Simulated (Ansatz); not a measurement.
# BaTiO3 (P1) in Ansatz: further runs

The runs below take BaTiO3 through relaxation of cell and atoms, with PBE.

Everything below comes from runs of Ansatz 0.2.0. Logs are shortened: lines on timing, memory, paths and dates and some standing lists are left out, and cuts for length are marked.

### 1 The cell of the first run

The typed cell holds 5 atoms: a = 3.753 Å, b = 4.526 Å, c = 3.794 Å, α = 93.52°, β = 80.30°, γ = 98.03°.

### 2 Relaxation of cell and atoms, PBE, target pressure 5 GPa, at which the enthalpy is minimised (cell sheared at random, sigma 0.1, atoms nudged by 0.01 Å)

input.yaml

```yaml
crystal:
  lattice:
    - [3.72889799, -0.42192545, 0.02236748]
    - [-0.28447333, 3.27547427, 3.11008119]
    - [0.31642704, -2.75370717, 2.58991837]
  atoms:
    - { symbol: Ba, position: [0.00363726, 0.99726942, 0.99850154] }
    - { symbol: Ti, position: [0.50024523, 0.51160785, 0.51018213] }
    - { symbol: O, position: [0.99835421, 0.49281682, 0.49503598] }
    - { symbol: O, position: [0.4999067, 0.50153978, 0.99453815] }
    - { symbol: O, position: [0.4978566, 0.99298613, 0.49796219] }
hamiltonian:
  xc: pbe
  pseudopotentials: { kind: paw }
kpoints:
  mp_grid: { grid: [7, 6, 7] }
scf:
  occupations: { method: fermi_dirac, width: 0.05 }
output:
  forces: true
  stress: true
  eigenvalues: true
relax:
  f_tol: 0.01
  max_steps: 40
  cell: { stress_tol: 0.05, p_target: 5.0 }
```

Potentials or basis: Ansatz PAW.

Launch:

```sh
$ ansatz run input.yaml --threads 2 --pin off --max-ram 5632MiB --backend cpu --events-out ev --progress --plain --runs-dir out
```

What it wrote:

```text
Warning: RAYON_NUM_THREADS=2 ignored (pool sized by the plan → 2); use --threads N
Engine: ansatz 0.2.0, aarch64-unknown-linux-gnu
Pseudopotentials: kind: paw
Pseudopotential: Ba, paw, valence charge 10, recommended cutoff 420 eV (normal), Ba.paw.azcp
Pseudopotential: Ti, paw, valence charge 12, recommended cutoff 420 eV (normal), Ti.paw.azcp
Pseudopotential: O, paw, valence charge 6, recommended cutoff 420 eV (normal), O.paw.azcp
Functional definition: PBE
  parameter kappa = 0.804
  parameter beta = 0.06672455060314922
  exchange = pbe_x(kappa = kappa, mu = beta*pi^2/3)
  correlation = pbe_c(beta = beta)
Crystal: 5 atoms, lattice volume = 62.837 Å³
Basis set: ecut = 420 eV, 1225 PW (Γ), exchange–correlation on 54×64×54 points (8 copies of the dense FFT grid, shifted against one another)
Bands: 25, of which v1, the nominal top of the filled ones, is band 20 counted from 1 (19 counted from 0)
Symmetry: 1 space group operations
Space group: P1 (ITA 1), of the structure as read, at distance tolerance 4.0e-5 Å
k-points: 148 of 294 (time reversal used)
Non-local potential: Ba, projectors of the file, l = 0: 3, l = 1: 2, l = 2: 2, l = 3: 2
Non-local potential: Ti, projectors of the file, l = 0: 3, l = 1: 2, l = 2: 3, l = 3: 1
Non-local potential: O, projectors of the file, l = 0: 2, l = 1: 2, l = 2: 1
PAW form: soft (Blöchl's): semilocal exchange-correlation on the pseudo side does not see the compensation charge
PAW one-centre angular grid: Ba, 194 points (default); XC on 64 Gauss nodes
PAW one-centre angular grid: Ti, 590 points (default); XC on 64 Gauss nodes
PAW one-centre angular grid: O, 110 points (default); XC on 64 Gauss nodes
Initial density: superposition of atomic densities (neutral atoms: chi_scale 0, normalization atom), corrected by the library's trained network
Initial wavefunctions: pseudopotential atomic-orbital guess
Functional: x = pbe(κ = 0.804, μ = 0.2195149727645171), c = pbe(β = 0.06672455060314922)
SCF iter   1: F=—  HF=-10157.500517 eV  |F-HF|=—  |Δ(HF+E_count)|=         —  Δρ=4.75e-3  dr2=1.27e-2  ethr=1.77e-3  ⟨swp⟩=6.2  Hψ=18417  notcnv=0
preconditioner: auto → Resta (q_TF=auto, 2.530 Å⁻¹)  ε∞=6.0  [insulator: Δε(μ)=0.696 eV  Ē_g=11.910 eV  σ=0.050 eV  W_gap=1.00  n_scr=18 (ndim 8)  ℏωp=26.5 eV  f_vac=0.000  D(μ)=0.00/eV (n_scr^D=0)  ε∞_Penn≈6.0]
SCF iter   2: F=—  HF=-10157.499247 eV  |F-HF|=—  |Δ(HF+E_count)|=   1.27e-3  Δρ=2.38e-3  dr2=3.73e-3  ethr=3.18e-5  ⟨swp⟩=1.9  Hψ=5532  notcnv=0  defer=2
SCF iter   3: F=—  HF=-10157.498765 eV  |F-HF|=—  |Δ(HF+E_count)|=   4.82e-4  Δρ=3.95e-4  dr2=1.12e-4  ethr=9.31e-6  ⟨swp⟩=2.3  Hψ=6724  notcnv=0  defer=2
SCF iter   4: F=—  HF=-10157.498749 eV  |F-HF|=—  |Δ(HF+E_count)|=   1.57e-5  Δρ=1.17e-4  dr2=1.35e-5  ethr=2.80e-7  ⟨swp⟩=2.7  Hψ=6574  notcnv=0  defer=2
SCF iter   5: F=—  HF=-10157.498801 eV  |F-HF|=—  |Δ(HF+E_count)|=   5.18e-5  Δρ=3.33e-5  dr2=1.11e-6  ethr=3.39e-8  ⟨swp⟩=2.7  Hψ=6488  notcnv=0  defer=3
SCF iter   6: F=-10157.498801 eV  HF=-10157.498801 eV  |F-HF|=4.76e-9  |Δ(HF+E_count)|=   1.86e-9  Δρ=9.34e-6  dr2=6.10e-8  ethr=2.50e-10  ⟨swp⟩=6.3  Hψ=18744  notcnv=0
SCF 1 converged in 6 iterations: F = -10157.498801 eV  dr2 = 6.10e-8
relax step   1: F+E_penalty+E_count = -10157.49880074 eV  Δ(F+E_penalty+E_count) = +0.000e0 eV  max|allowed force component| = 5.282e-1 eV/Å  Δτ_max = 0.0000 Å  P = +17.350 GPa  Ω = 62.837 Å³  (6 SCF iters, dr2 threshold 1.00e-7 eV, accepted)
Crystal: 5 atoms, lattice volume = 64.483 Å³
Basis set: ecut = 420 eV, 1265 PW (Γ), exchange–correlation on 54×64×54 points (8 copies of the dense FFT grid, shifted against one another)
Initial density: handed on by an earlier stage of this run
Initial wavefunctions: those handed on with the density
iter 1 solved again at ethr=9.29e-5 eV; its pass at ethr=3.10e-3 eV (dr2=3.72e-2 eV) is discarded
SCF iter   1: F=—  HF=-10158.477028 eV  |F-HF|=—  |Δ(HF+E_count)|=         —  Δρ=8.05e-3  dr2=3.75e-2  ethr=9.29e-5  ⟨swp⟩=2.0  Hψ=26986  notcnv=0
preconditioner: auto → Resta (q_TF=auto, 2.520 Å⁻¹)  ε∞=5.9  [insulator: Δε(μ)=1.111 eV  Ē_g=11.810 eV  σ=0.050 eV  W_gap=1.00  n_scr=20 (ndim 8)  ℏωp=26.2 eV  f_vac=0.000  D(μ)=0.00/eV (n_scr^D=0)  ε∞_Penn≈5.9]
SCF iter   2: F=—  HF=-10158.470098 eV  |F-HF|=—  |Δ(HF+E_count)|=   6.93e-3  Δρ=3.60e-3  dr2=9.18e-3  ethr=9.29e-5  ⟨swp⟩=2.3  Hψ=5246  notcnv=0
SCF iter   3: F=—  HF=-10158.468287 eV  |F-HF|=—  |Δ(HF+E_count)|=   1.81e-3  Δρ=8.81e-4  dr2=8.53e-4  ethr=2.30e-5  ⟨swp⟩=2.3  Hψ=6033  notcnv=0
SCF iter   4: F=—  HF=-10158.468215 eV  |F-HF|=—  |Δ(HF+E_count)|=   7.21e-5  Δρ=2.45e-4  dr2=4.39e-5  ethr=2.13e-6  ⟨swp⟩=2.3  Hψ=6035  notcnv=0
SCF iter   5: F=—  HF=-10158.468222 eV  |F-HF|=—  |Δ(HF+E_count)|=   6.66e-6  Δρ=8.58e-5  dr2=4.23e-6  ethr=1.10e-7  ⟨swp⟩=2.0  Hψ=6483  notcnv=0
SCF iter   6: F=-10158.468222 eV  HF=-10158.468222 eV  |F-HF|=9.87e-8  |Δ(HF+E_count)|=   2.47e-7  Δρ=2.65e-5  dr2=4.90e-7  ethr=1.25e-9  ⟨swp⟩=9.2  Hψ=23433  notcnv=0
[... 115 lines left out ...]
basis re-selected at this cell: Δ(F+E_penalty+E_count) = -3.348e-3 eV, ΔP = +0.037 GPa vs the last step (what re-selecting the basis moved, of the pressure what is left beyond the Pulay correction that the steps carried, after the strain that the cell walked since its last selection, with what the two solves' SCF thresholds leave and, on support functions, any second-order correction that the steps lacked; it is no measure of the basis error at this ecutwfc). The dense FFT grid was sized anew with the basis: this SCF ran on 27×27×27 points, the steps before it on 27×30×27, so part of this shift can come from that change (see relax.cell in the input reference). This SCF's stress stands 1.92e-1 GPa from its target on what of the cell is left free (relax.cell.stress_tol is 5.00e-2 GPa) and its largest allowed force component is 3.19e-3 eV/Å (relax.f_tol is 1.00e-2 eV/Å): not within both, so this SCF does not close the relaxation
Crystal: 5 atoms, lattice volume = 63.981 Å³
iter 1 solved again at ethr=1.35e-6 eV; its pass at ethr=3.10e-3 eV (dr2=5.39e-4 eV) is discarded
SCF iter   1: F=—  HF=-10159.589508 eV  |F-HF|=—  |Δ(HF+E_count)|=         —  Δρ=1.12e-3  dr2=5.45e-4  ethr=1.35e-6  ⟨swp⟩=2.0  Hψ=19075  notcnv=0
preconditioner: auto → Resta (q_TF=auto, 2.523 Å⁻¹)  ε∞=5.7  [insulator: Δε(μ)=2.387 eV  Ē_g=12.119 eV  σ=0.050 eV  W_gap=1.00  n_scr=18 (ndim 8)  ℏωp=26.3 eV  f_vac=0.000  D(μ)=0.00/eV (n_scr^D=0)  ε∞_Penn≈5.7]
SCF iter   2: F=—  HF=-10159.589414 eV  |F-HF|=—  |Δ(HF+E_count)|=   9.36e-5  Δρ=6.03e-4  dr2=1.65e-4  ethr=1.35e-6  ⟨swp⟩=1.0  Hψ=3802  notcnv=0
SCF iter   3: F=—  HF=-10159.589378 eV  |F-HF|=—  |Δ(HF+E_count)|=   3.57e-5  Δρ=8.74e-5  dr2=4.34e-6  ethr=4.12e-7  ⟨swp⟩=2.0  Hψ=6245  notcnv=0
SCF iter   4: F=—  HF=-10159.589082 eV  |F-HF|=—  |Δ(HF+E_count)|=   2.97e-4  Δρ=3.18e-5  dr2=3.67e-7  ethr=1.09e-8  ⟨swp⟩=2.1  Hψ=6680  notcnv=0
iter 5 did not close the SCF: its close was put off for the readings that it lacked (scf_convergence_deferred on its scf_iter line)
SCF iter   5: F=-10159.589082 eV  HF=-10159.589082 eV  |F-HF|=3.85e-9  |Δ(HF+E_count)|=   1.82e-7  Δρ=5.84e-6  dr2=1.87e-8  ethr=9.17e-10  ⟨swp⟩=2.1  Hψ=6048  notcnv=0
SCF iter   6: F=-10159.589082 eV  HF=-10159.589082 eV  |F-HF|=4.15e-10  |Δ(HF+E_count)|=   8.32e-9  Δρ=2.45e-6  dr2=2.77e-9  ethr=4.67e-11  ⟨swp⟩=3.8  Hψ=13852  notcnv=0
SCF 12 converged in 6 iterations: F = -10159.589082 eV  dr2 = 2.77e-9
relax step  12: F+E_penalty+E_count = -10159.58908181 eV  Δ(F+E_penalty+E_count) = -5.930e-4 eV  max|allowed force component| = 1.324e-3 eV/Å  Δτ_max = 0.0092 Å  P = +4.997 GPa  Ω = 63.981 Å³  energy of the carried Pulay correction = -5.008e-5 eV  (6 SCF iters, dr2 threshold 9.17e-8 eV, accepted)
iter 1 solved again at ethr=1.87e-8 eV; its pass at ethr=3.10e-3 eV (dr2=7.47e-6 eV) is discarded
SCF iter   1: F=—  HF=-10159.589375 eV  |F-HF|=—  |Δ(HF+E_count)|=         —  Δρ=6.50e-5  dr2=2.10e-7  ethr=1.87e-8  ⟨swp⟩=3.5  Hψ=29901  notcnv=0
preconditioner: auto → Resta (q_TF=auto, 2.523 Å⁻¹)  ε∞=5.7  [insulator: Δε(μ)=2.387 eV  Ē_g=12.121 eV  σ=0.050 eV  W_gap=1.00  n_scr=18 (ndim 8)  ℏωp=26.3 eV  f_vac=0.000  D(μ)=0.00/eV (n_scr^D=0)  ε∞_Penn≈5.7]
SCF iter   2: F=—  HF=-10159.589093 eV  |F-HF|=—  |Δ(HF+E_count)|=   2.81e-4  Δρ=3.27e-5  dr2=5.10e-8  ethr=5.25e-10  ⟨swp⟩=3.0  Hψ=7590  notcnv=0
SCF iter   3: F=—  HF=-10159.589097 eV  |F-HF|=—  |Δ(HF+E_count)|=   3.52e-6  Δρ=1.64e-5  dr2=1.30e-8  ethr=1.27e-10  ⟨swp⟩=2.2  Hψ=6320  notcnv=0
SCF iter   4: F=—  HF=-10159.589098 eV  |F-HF|=—  |Δ(HF+E_count)|=   1.17e-6  Δρ=1.21e-6  dr2=5.65e-10  ethr=3.24e-11  ⟨swp⟩=2.5  Hψ=6259  notcnv=0
SCF iter   5: F=—  HF=-10159.589098 eV  |F-HF|=—  |Δ(HF+E_count)|=   1.23e-9  Δρ=4.42e-7  dr2=1.01e-10  ethr=1.41e-12  ⟨swp⟩=2.6  Hψ=6444  notcnv=0
SCF iter   6: F=-10159.589098 eV  HF=-10159.589098 eV  |F-HF|=0.00e0  |Δ(HF+E_count)|=  2.18e-11  Δρ=1.55e-7  dr2=9.23e-12  ethr=1.00e-12  ⟨swp⟩=5.0  Hψ=13153  notcnv=0
SCF 13 converged in 6 iterations: F = -10159.589098 eV  dr2 = 9.23e-12
relax step  13: F+E_penalty+E_count = -10159.58909791 eV  Δ(F+E_penalty+E_count) = -1.609e-5 eV  max|allowed force component| = 1.341e-3 eV/Å  Δτ_max = 0.0000 Å  P = +4.998 GPa  Ω = 63.981 Å³  stress off target by 2.75e-2 GPa  SCF on the basis re-selected at this cell (its energy is not comparable with the rows above)  (6 SCF iters)
basis re-selected at this cell: Δ(F+E_penalty+E_count) = -1.609e-5 eV, ΔP = +0.001 GPa vs the last step (what re-selecting the basis moved, of the pressure what is left beyond the Pulay correction that the steps carried, after the strain that the cell walked since its last selection, with what the two solves' SCF thresholds leave and, on support functions, any second-order correction that the steps lacked; it is no measure of the basis error at this ecutwfc). This SCF's stress stands 2.75e-2 GPa from its target on what of the cell is left free (relax.cell.stress_tol is 5.00e-2 GPa) and its largest allowed force component is 1.34e-3 eV/Å (relax.f_tol is 1.00e-2 eV/Å): within both
SCF converged after 6 iterations
Free energy (F): -10159.589098 eV
Harris-Foulkes:  -10159.589098 eV  (|F-HF|=0.00e0)
Internal energy: -10159.589098 eV  (E = F + TS)
E sigma→0 (E₀):  -10159.589098 eV
Fermi energy:    11.478032 eV
--- Per-component energies (eV) ---
  E_band       = -137.876208
  E_kinetic    = 971.997376
  E_local      = -2109.651710  (includes V_loc(G=0)·N_el)
  E_nonlocal   = 203.908068
  E_hartree    = 826.089498
  E_xc         = -491.911117
  E_vxc        = -546.731337  (∫ρ·V_xc dr)
  E_paw        = -6744.985260  (= ΣΔE_a)
  E_vpaw       = -309.584935  (= ΣTr[D̂ρ^β])
  E_aug_tail   = 0.007355  (compensation charges beyond the density's cutoff)
  E_ewald      = -2815.043308
  E_smearing   = -0.000000  (= −TS)
  E_closure    = 0.000000  (closes the sum)
  Σ components = -10159.589098   (vs F -10159.589098, Δ=0.00e0)
--- Forces (eV/Å), atoms counted from 1 ---
  atom   1  Ba    -0.00075763    -0.00028911     0.00064316
  atom   2  Ti     0.00010463    -0.00117003    -0.00122153
  atom   3  O      0.00005541     0.00012925     0.00011408
  atom   4  O      0.00009029    -0.00001208     0.00011845
  atom   5  O      0.00050871     0.00134138     0.00034337
  max |Σ_I F_I| component: 2.48e-6 eV/Å
--- Stress (GPa, compression-positive) ---
        5.010199       0.006842      -0.004587
        0.006842       4.993119      -0.018939
       -0.004587      -0.018939       4.990070
  P = ⅓ Tr σ = 4.9978 GPa (49.978 kbar)
--- Band table (eV; the first three rows and the last of 148) ---
  k-point 0: bands = ["-45.9536", "-22.2182", "-22.2162", "-22.2128", "-14.3233", "-6.5035", "-5.8419", "-5.8398", "0.4840", "0.4864", "0.4864", "8.0984", "8.1004", "8.1008", "8.9899", "8.9922", "9.1958", "9.8435", "9.9632", "9.9642", "12.6348", "12.6464", "12.7847", "14.7708", "14.7726"]
  k-point 1: bands = ["-45.9534", "-22.2254", "-22.2176", "-22.2136", "-14.3005", "-6.5171", "-5.8352", "-5.8238", "0.5145", "0.5173", "0.5654", "7.7563", "8.0405", "8.0505", "8.7844", "8.8029", "9.0662", "9.5048", "9.8654", "9.8961", "12.6827", "12.9486", "12.9538", "14.7700", "15.2650"]
  k-point 2: bands = ["-45.9530", "-22.2478", "-22.2167", "-22.2128", "-14.2486", "-6.6110", "-5.8209", "-5.7105", "0.5848", "0.5895", "0.7407", "7.0341", "7.8497", "7.8679", "8.4803", "8.5036", "8.7821", "8.9850", "9.6133", "9.6698", "12.7460", "13.5094", "13.6013", "14.7624", "16.0177"]
  k-point 147: bands = ["-45.9524", "-22.2642", "-22.2281", "-22.2218", "-14.1721", "-6.5113", "-5.7710", "-5.6487", "0.4382", "0.6182", "0.8030", "6.4328", "7.2516", "7.5762", "7.6263", "8.0073", "8.6762", "9.2483", "9.3301", "9.4628", "13.3458", "14.0831", "14.1246", "15.5688", "16.9039"]
--- Relaxed structure (10 steps of the walk, 10 accepted, 3 SCFs on fresh bases) ---
  F+E_penalty+E_count = -10159.58909791 eV   max|allowed force component| = 1.341e-3 eV/Å   (the final SCF, on the basis selected at the relaxed cell)
  cell:  # Å, volume = 63.9807 Å³
    - [3.9981872509375416, 0.0016919075169936804, -0.006820584365318301]
    - [-0.0064157169160219615, 2.8263572839837363, 2.83390037591085]
    - [-0.0032046974275511952, -2.823839246980743, 2.8304988923048664]
  atoms:
    - { symbol: Ba, position: [-0.0059027759140582396, 1.0054647194940776, 1.0051520134151049] }
    - { symbol: Ti, position: [0.4826894935355843, 0.5172732155748074, 0.5165590654268335] }
    - { symbol: O, position: [1.0118641875492977, 0.4933282950229276, 0.4934945441638975] }
    - { symbol: O, position: [0.5057405920649226, 0.49333363321775037, 0.9873726202715953] }
    - { symbol: O, position: [0.5056085027642536, 0.9868201366904357, 0.4936417467225686] }
```

Wall time 3.5 min (2 threads of Arm Neoverse V1, shared host); peak memory 0.55 GiB.

What came out:

```
Free energy                                            : -10159.5891 eV
Relaxed volume                                         : 12.80 Å³/atom
Relaxed cell                                           : a = 3.998 Å, b = 4.002 Å, c = 3.998 Å, α = 89.86°, β = 90.13°, γ = 90.14°
Space group after relaxing (to 0.05 Å)                 : R3m (No. 160)
Energy change on relaxing (the enthalpy is what falls) : -418.1 meV/atom
Ionic steps                                            : 13
Pressure after relaxing                                : 5.0 GPa
Band gap on the k mesh                                 : 2.39 eV, indirect (least direct gap 2.67 eV)
```

The path:
```csv
step,energy change (eV),largest force (eV/Å),volume (Å³)
1,0.0000,0.7229,62.84
2,-0.9694,0.7547,64.48
3,-1.6056,0.8079,63.79
4,-1.9348,0.2326,63.19
5,-1.9582,0.2239,63.43
6,-1.9609,0.0070,63.41
7,-1.9605,0.0017,63.40
8,-2.0536,0.0075,63.40
9,-2.0800,0.0352,63.75
10,-2.0863,0.0036,63.97
11,-2.0897,0.0036,63.97
12,-2.0903,0.0016,63.98
13,-2.0903,0.0017,63.98
```

Final structure:
```xyz
5
Lattice="3.9982 0.0017 -0.0068 -0.0064 2.8264 2.8339 -0.0032 -2.8238 2.8305" Properties=species:S:1:pos:R:3 pbc="T T T"
Ba   -0.0333    0.0034    5.6945
Ti    1.9249    0.0041    2.9247
O     4.0409    0.0025    2.7880
O     2.0157   -1.3930    4.1894
O     2.0136    1.3960    4.1904
```

Caveat: odd divisions of the mesh miss points on the zone boundary, where band edges often lie, so the gap on the mesh can be too wide; the plane-wave basis is chosen anew once the cell has moved, so the energies of steps on either side of that aren't comparable; the pressure holds a Pulay correction of +0.5 GPa for the finite cutoff; spin-orbit coupling is left out, which moves the levels of the heavy elements.

### 3 Relaxation of cell and atoms, PBE, target pressure 10 GPa, at which the enthalpy is minimised (cell sheared at random, sigma 0.1, atoms nudged by 0.01 Å)

input.yaml, as its differences from that of step 2:

```diff
@@ -22,2 +22,6 @@
   eigenvalues: true
+  write_density: true
+  write_potential: true
+  elf: true
+  volumetric_format: npy
 relax:
@@ -25,2 +29,2 @@
   max_steps: 40
-  cell: { stress_tol: 0.05, p_target: 5.0 }
+  cell: { stress_tol: 0.05, p_target: 10.0 }
```

Potentials or basis: Ansatz PAW.

Launch:

```sh
$ ansatz run input.yaml --threads 2 --pin off --max-ram 5632MiB --backend cpu --events-out ev --progress --plain --runs-dir out
```

It took 4.2 min on 2 threads of Arm Neoverse V1, shared host; peak memory 0.56 GiB.

It converged, with:

```
Free energy                                            : -10159.4898 eV
Relaxed volume                                         : 12.36 Å³/atom
Relaxed cell                                           : a = 3.954 Å, b = 3.955 Å, c = 3.954 Å, α = 90.05°, β = 89.95°, γ = 90.05°
Space group after relaxing (to 0.05 Å)                 : R3m (No. 160)
Energy change on relaxing (the enthalpy is what falls) : -398.2 meV/atom
Ionic steps                                            : 14
Pressure after relaxing                                : 10.0 GPa
Band gap on the k mesh                                 : 2.18 eV, indirect (least direct gap 2.31 eV)
```

The path:
```csv
step,energy change (eV),largest force (eV/Å),volume (Å³)
1,0.0000,0.7229,62.84
2,-1.0002,0.7393,63.68
3,-1.5360,0.7523,62.26
4,-1.8276,0.2888,61.30
5,-1.8850,0.1264,61.63
6,-1.8830,0.0703,61.53
7,-1.8689,0.0083,61.28
8,-1.8757,0.0015,61.40
9,-1.9529,0.0049,61.40
10,-1.9869,0.0158,61.80
11,-1.9870,0.0039,61.79
12,-1.9891,0.0039,61.79
13,-1.9909,0.0012,61.82
14,-1.9910,0.0012,61.82
```

Final structure:
```cif
data_structure
_symmetry_space_group_name_H-M 'P 1'
_symmetry_Int_Tables_number 1
_cell_length_a 3.9538
_cell_length_b 3.9547
_cell_length_c 3.9539
_cell_angle_alpha 90.054
_cell_angle_beta 89.945
_cell_angle_gamma 90.054
_cell_volume 61.82
loop_
_atom_site_label
_atom_site_type_symbol
_atom_site_fract_x
_atom_site_fract_y
_atom_site_fract_z
_atom_site_occupancy
Ba1 Ba 0.99638 0.00294 0.99562 1
Ti1 Ti 0.48836 0.51111 0.48757 1
O1 O 0.00715 0.49511 0.50332 1
O2 O 0.50406 0.49511 0.00641 1
O3 O 0.50405 0.99195 0.50329 1
```

Levels at points of the mesh, in eV from the valence-band top:
| k point | band 17 | band 18 | band 19 | band 20 | band 21 | band 22 | band 23 | band 24 |
| --- | --- | --- | --- | --- | --- | --- | --- | --- |
| (0.00, 0.00, 0.00) | -1.12 | -0.21 | -0.13 | -0.13 | 2.18 | 2.18 | 2.26 | 4.49 |
| (0.00, -0.50, 0.00) | -1.76 | -1.69 | -0.74 | -0.67 | 2.33 | 3.86 | 3.91 | 4.48 |

Caveat: odd divisions of the mesh miss points on the zone boundary, where band edges often lie, so the gap on the mesh can be too wide; the plane-wave basis is chosen anew once the cell has moved, so the energies of steps on either side of that aren't comparable; the pressure holds a Pulay correction of +0.6 GPa for the finite cutoff; spin-orbit coupling is left out, which moves the levels of the heavy elements. A k mesh can miss the band edges.

[end of part 1 of 2]
